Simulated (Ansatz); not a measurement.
From input file to script: Cd, space group Im-3m in Ansatz 0.2.0.

```yaml
crystal:
  lattice:
    - [-1.78432, 1.78432, 1.78432]
    - [1.78432, -1.78432, 1.78432]
    - [1.78432, 1.78432, -1.78432]
  atoms:
    - { symbol: Cd, position: [0.0, 0.0, 0.0] }
basis:
  ecutwfc: 550.0
kpoints:
  mp_grid: { grid: [9, 9, 9] }
  band_path:
    path:
      - [0.0, 0.0, 0.0]
      - [0.5, -0.5, 0.5]
      - [0.0, 0.0, 0.5]
      - [0.0, 0.0, 0.0]
      - [0.25, 0.25, 0.25]
    npoints: 6
hamiltonian:
  xc: pbe
  pseudopotentials: { kind: paw }
scf:
  occupations: { method: gaussian, width: 0.05 }
output:
  forces: true
```

The program run on that file:
```console
$ ansatz run input.yaml --threads 1 --pin off --max-ram 3072MiB --backend cpu --events-out ev --progress --plain --runs-dir out
Engine: ansatz 0.2.0, x86_64-unknown-linux-gnu
Pseudopotentials: kind: paw
Pseudopotential: Cd, paw, valence charge 20, recommended cutoff 420 eV (normal), Cd.paw.azcp
Functional definition: PBE
  parameter kappa = 0.804
  parameter beta = 0.06672455060314922
  exchange = pbe_x(kappa = kappa, mu = beta*pi^2/3)
  correlation = pbe_c(beta = beta)
Crystal: 1 atoms, lattice volume = 22.724 Å³
Basis set: ecut = 550 eV, 675 PW (Γ), exchange–correlation on 48×48×48 points (8 copies of the dense FFT grid, shifted against one another)
Bands: 14, of which v1, the nominal top of the filled ones, is band 10 counted from 1 (9 counted from 0)
Symmetry: 48 space group operations
Space group: Im-3m (ITA 229), of the structure as read, at distance tolerance 2.8e-5 Å
k-points: 35 of 729
Non-local potential: Cd, projectors of the file, l = 0: 3, l = 1: 2, l = 2: 2, l = 3: 1
PAW form: soft (Blöchl's): semilocal exchange-correlation on the pseudo side does not see the compensation charge
PAW one-centre angular grid: Cd, 590 points (default); XC on 64 Gauss nodes
Initial density: superposition of atomic densities (neutral atoms: chi_scale 0, normalization atom), corrected by the library's trained network
Initial wavefunctions: pseudopotential atomic-orbital guess
Functional: x = pbe(κ = 0.804, μ = 0.2195149727645171), c = pbe(β = 0.06672455060314922)
SCF iter   1: F=—  HF=-8254.387134 eV  |F-HF|=—  |Δ(HF+E_count)|=         —  Δρ=1.23e-3  dr2=3.08e-4  ethr=1.77e-3  ⟨swp⟩=5.7  Hψ=2593  notcnv=0
preconditioner: auto → none  [insulator: Δε(μ)=0.165 eV  Ē_g=16.285 eV  σ=0.050 eV  W_gap=0.92  n_scr=12 (ndim 8)  ℏωp=27.0 eV  f_vac=0.000  D(μ)=0.29/eV (n_scr^D=0)  ε∞_Penn≈3.7]
SCF iter   2: F=—  HF=-8254.387301 eV  |F-HF|=—  |Δ(HF+E_count)|=   1.67e-4  Δρ=6.71e-4  dr2=5.39e-5  ethr=1.54e-6  ⟨swp⟩=2.4  Hψ=972  notcnv=0
SCF iter   3: F=—  HF=-8254.387315 eV  |F-HF|=—  |Δ(HF+E_count)|=   1.48e-5  Δρ=2.40e-4  dr2=1.15e-5  ethr=2.70e-7  ⟨swp⟩=2.0  Hψ=809  notcnv=0
SCF iter   4: F=—  HF=-8254.387313 eV  |F-HF|=—  |Δ(HF+E_count)|=   2.24e-6  Δρ=3.68e-5  dr2=1.27e-7  ethr=5.75e-8  ⟨swp⟩=2.1  Hψ=668  notcnv=0
iter 5 did not close the SCF: its close was put off for the readings that it lacked (scf_convergence_deferred on its scf_iter line)
SCF iter   5: F=-8254.387313 eV  HF=-8254.387313 eV  |F-HF|=3.96e-9  |Δ(HF+E_count)|=   1.94e-7  Δρ=4.64e-6  dr2=5.04e-9  ethr=6.34e-10  ⟨swp⟩=2.1  Hψ=704  notcnv=0
SCF iter   6: F=-8254.387313 eV  HF=-8254.387313 eV  |F-HF|=1.09e-11  |Δ(HF+E_count)|=   1.16e-9  Δρ=6.35e-7  dr2=3.14e-11  ethr=2.52e-11  ⟨swp⟩=2.1  Hψ=1480  notcnv=0
SCF 1 converged in 6 iterations: F = -8254.387313 eV  dr2 = 3.14e-11
  greatest PAW one-centre occupation: 1.000 electrons in one spin orbital (limit 2), on the Cd atom at site 0 (counted from 0), in its partial waves of l = 0
NSCF: frozen V_eff on 25 k-points
SCF converged after 6 iterations
Free energy (F): -8254.387313 eV
Harris-Foulkes:  -8254.387313 eV  (|F-HF|=1.09e-11)
Internal energy: -8254.386950 eV  (E = F + TS)
E sigma→0 (E₀):  -8254.387132 eV
Entropy (-TS):   -0.000364 eV (-0.364 meV/atom)
Fermi energy:    13.837221 eV
--- Per-component energies (eV) ---
  E_band       = -410.100735
  E_kinetic    = 505.175163
  E_local      = -3004.170331  (includes V_loc(G=0)·N_el)
  E_nonlocal   = 31.938006
  E_hartree    = 1408.902244
  E_xc         = -177.117289
  E_vxc        = -222.141548  (∫ρ·V_xc dr)
  E_paw        = -4082.216011  (= ΣΔE_a)
  E_vpaw       = -538.706347  (= ΣTr[D̂ρ^β])
  E_aug_tail   = 0.000004  (compensation charges beyond the density's cutoff)
  E_ewald      = -2936.898734
  E_smearing   = -0.000364  (= −TS)
  E_closure    = -0.000000  (closes the sum)
  Σ components = -8254.387313   (vs F -8254.387313, Δ=0.00e0)
--- Forces (eV/Å), atoms counted from 1 ---
  atom   1  Cd    -0.00000000     0.00000000     0.00000000
  max |Σ_I F_I| component: 1.73e-31 eV/Å
--- Band table (eV; the first three rows and the last of 35) ---
  k-point 0: bands = ["-89.1964", "-50.2298", "-50.2298", "-50.2298", "4.6068", "4.6068", "4.6068", "5.2070", "5.2070", "5.2170", "28.4095", "28.4095", "28.4095", "29.5360"]
  k-point 1: bands = ["-89.1961", "-50.2333", "-50.2312", "-50.2297", "4.5706", "4.6091", "4.7137", "5.1658", "5.2085", "5.5596", "25.8373", "27.5259", "27.9828", "28.1577"]
  k-point 2: bands = ["-89.1954", "-50.2424", "-50.2347", "-50.2295", "4.4801", "4.5316", "4.9961", "5.1179", "5.2137", "6.6197", "21.5487", "25.6614", "25.7376", "27.7065"]
  k-point 34: bands = ["-89.1921", "-50.2540", "-50.2537", "-50.2537", "4.1873", "4.2093", "5.4628", "5.4628", "5.4866", "15.6447", "17.3631", "17.3631", "19.8989", "21.7415"]
```

The script, `cd_bands.py`:
```python
"""Bands of Cd along a path through the zone."""

import ansatz as az
import numpy as np
from pymatgen.core import Lattice, Structure
from pymatgen.io.ase import AseAtomsAdaptor

pmg_structure = Structure(
    Lattice([[-1.78432, 1.78432, 1.78432], [1.78432, -1.78432, 1.78432], [1.78432, 1.78432, -1.78432]]),
    ["Cd"],
    [
        [0.0, 0.0, 0.0],
    ],
)
xtal = az.Crystal.from_ase(AseAtomsAdaptor.get_atoms(pmg_structure))

# the path, as fractions of this cell reciprocal vectors
path = [
    ("G", (0.0, 0.0, 0.0)),
    ("H", (0.5, -0.5, 0.5)),
    ("N", (0.0, 0.0, 0.5)),
    ("G", (0.0, 0.0, 0.0)),
    ("P", (0.25, 0.25, 0.25)),
]
calculation = (
    xtal.calculation()
    .functional("PBE")
    .pseudopotentials("paw")
    .basis(550)
    .kpoints(9)
    .occupations("gaussian", width=0.05)
    .band_structure([point for _, point in path], intervals=6)
    .forces()
)
res = calculation.run(threads=1, pin="off")
rep = res.report

print(f"free energy      {rep['free_energy_ev']:.5f} eV")
print(f"per atom         {rep['free_energy_ev'] / len(res.lattice.sites):.5f} eV")
print(f"SCF iterations   {rep['n_iterations']}  (converged: {rep['converged']})")

print("doubts on the final state:", rep["published_state_doubts"] or "none")
print("warnings:", sorted({n["data"]["kind"] for n in res.notices if n["data"].get("severity") in ("warning", "doubt")}) or "none")

# forces, one row an atom
forces = np.array(rep["forces_ev_ang"])
norms = np.linalg.norm(forces, axis=1)
print("largest force {:.4f} eV/A on atom {}".format(norms.max(), norms.argmax()))
print(np.array2string(forces, precision=4, suppress_small=True))

bands = res.band_structure()
fermi = bands.fermi_energy_ev
for spin, channel in enumerate(bands.channels):
    print("channel", spin, "- levels within 6 eV of the Fermi level")
    for i, (label, _) in enumerate(path):
        levels = channel.eigenvalues_ev[i * 6] - fermi
        print(f"  {label:3s}", " ".join(f"{e:7.3f}" for e in levels if abs(e) < 6))
```

```console
$ python cd_bands.py
free energy      -8254.38731 eV
per atom         -8254.38731 eV
SCF iterations   6  (converged: True)
doubts on the final state: none
warnings: none
largest force 0.0000 eV/A on atom 0
[[-0.  0.  0.]]
channel 0 - levels within 6 eV of the Fermi level
  G
  H     3.289   3.289   3.289   5.408
  N    -2.059  -1.040
  G
  P     0.830   2.164   2.164   2.164
```

Total energies depend on the potentials; only differences at equal settings carry meaning. For a metal this k-point mesh is coarse: on a finer one energies can move by several to tens of meV an atom and pressures by half a GPa or more, differences at one mesh by less. This isn't the structure that Cd takes at ambient conditions. Levels are Kohn-Sham eigenvalues on this mesh, without spin-orbit coupling.

(Lines on the test bed's own set-up are left out of the output.)
